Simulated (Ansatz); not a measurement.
CdS (Greenockite), 4 atoms in the cell. The structure is hexagonal, space group P6_3mc (No. 186). The conventional cell has a = 4.150 Å, b = 4.150 Å, c = 6.737 Å, α = 90.00°, β = 90.00°, γ = 120.00°. Cd (site symmetry 3m) is surrounded by 4 S at 2.53 to 2.54 Å. S (site symmetry 3m) has 4 Cd at 2.53 to 2.54 Å as nearest neighbours. 

| Quantity | Value |
| --- | --- |
| Program | Ansatz 0.2.0 |
| Task | single point |
| Functional | PBE |
| Potentials or basis | Ansatz PAW |
| Cutoff | 420 eV (not typed: the program's choice for these potentials) |
| k mesh | 7 × 7 × 4 |
| Occupations | gaussian, width 0.014 eV |
| Spin | no spin polarisation |

Potentials or basis: Ansatz PAW.

Launch:

```console
$ ansatz run input.yaml --threads 2 --pin off --max-ram 5632MiB --backend cpu --events-out ev --progress --plain --runs-dir out
```

Hardware: 2 threads of Intel(R) Xeon(R) Processor @ 2.50GHz (Skylake/Cascade Lake) (shared host).

**Question.** Estimate the wall time of this run.

**Answer.** Wall time 7.2 s on 2 threads of Intel(R) Xeon(R) Processor @ 2.50GHz (Skylake/Cascade Lake) (shared host), peak memory 0.37 GiB. Counts: scf iterations 6, plane waves 1973, k points 24, bands 32.
